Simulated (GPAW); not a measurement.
Input of a GPAW 26.7.0 run:

The input run.py:

```python
import numpy as np
from ase.dft.bandgap import bandgap
from ase.io import read, write
from gpaw import GPAW, PW
from gpaw.response import ResponseContext, ResponseGroundStateAdapter
from gpaw.response.chiks import ChiKSCalculator
from gpaw.response.heisenberg import calculate_fm_magnon_energies
from gpaw.response.localft import LocalFTCalculator
from gpaw.response.mft import IsotropicExchangeCalculator
from gpaw.response.site_kernels import SphericalSiteKernels

atoms = read('Ni.xyz')
atoms.set_initial_magnetic_moments([2.0])

calc = GPAW(mode=PW(500),
            xc='LDA',
            kpts={'size': (11, 11, 11), 'gamma': True},
            occupations={'name': 'fermi-dirac', 'width': 0.05},
            nbands=17,
            convergence={'density': 0.0001},
            maxiter=150,
            txt='gpaw.txt')
atoms.calc = calc
energy = atoms.get_potential_energy()
calc.write('gs.gpw')
write('result.traj', atoms)
print(f'Energy: {energy:.6f} eV')
print('Moments:', calc.get_magnetic_moments().round(3))
print('Fermi level:', round(calc.get_fermi_level(), 4), 'eV')
print(f'Gap: {bandgap(calc)[0]:.4f} eV, direct: {bandgap(calc, direct=True)[0]:.4f} eV')

dense = calc.fixed_density(kpts={'size': (14, 14, 14), 'gamma': True},
                           nbands=32, convergence={'bands': 26, 'eigenstates': 1e-12},
                           update_fermi_level=True, maxiter=300, txt='dense.txt')
dense.write('dense.gpw', mode='all')

sites = [0]
moments = calc.get_magnetic_moments()[sites]
q_qc = np.array([[0.0, 0.0, 0.0], [0.0714285714, 0.0, 0.0], [0.1428571429, 0.0, 0.0], [0.2142857143, 0.0, 0.0], [0.5, 0.0, 0.0], [0.0714285714, 0.0714285714, 0.0], [0.1428571429, 0.1428571429, 0.0], [0.2142857143, 0.2142857143, 0.0], [0.5, 0.5, 0.0]])
gs = ResponseGroundStateAdapter.from_gpw_file('dense.gpw')
context = ResponseContext(txt='mft.txt')
chiks = ChiKSCalculator(gs, context, ecut=150, nbands=26, gammacentered=True)
exchange = IsotropicExchangeCalculator(chiks, LocalFTCalculator.from_rshe_parameters(gs, context))
kernels = SphericalSiteKernels(atoms.positions[sites], [[1.183] * len(sites)])
J_qab = np.array([exchange(q_c, kernels)[..., 0] for q_c in q_qc])
E_qn = calculate_fm_magnon_energies(J_qab, q_qc, moments)
np.savetxt('exchange.dat', np.c_[q_qc, 1000 * J_qab.real.reshape((len(q_qc), -1))], fmt='%.4f')
np.savetxt('magnons.dat', np.c_[q_qc, 1000 * E_qn.real], fmt='%.4f')
for q_c, E_n in zip(q_qc, E_qn):
    print(q_c.round(4), 'magnon energies (meV):', (1000 * E_n.real).round(2))
```

Contents of Ni.xyz:

```xyz
1
Lattice="0.0000000000 1.7604383569 1.7604383569 1.7604383569 0.0000000000 1.7604383569 1.7604383569 1.7604383569 0.0000000000" Properties=species:S:1:pos:R:3 pbc="T T T"
Ni     0.0000000000      0.0000000000      0.0000000000
```

Potentials or basis: the program's PAW data sets (release 1.2.1) made for this functional, pw.

Launch:

```sh
$ OMP_NUM_THREADS=1 python run.py
```

Question: Estimate the band gap on the k mesh.

Answer: None (metal or under the smearing width).

Question: What does it give for the net moment?

Answer: 0.57 μB per cell.

Question: Estimate the site moments.

Answer: Ni +0.60 μB.

Caveat: the number of bands moves the energies at small q by some ten meV; the exchange constants hang on this mesh and on the site radius; magnon energies are noisy on this mesh.
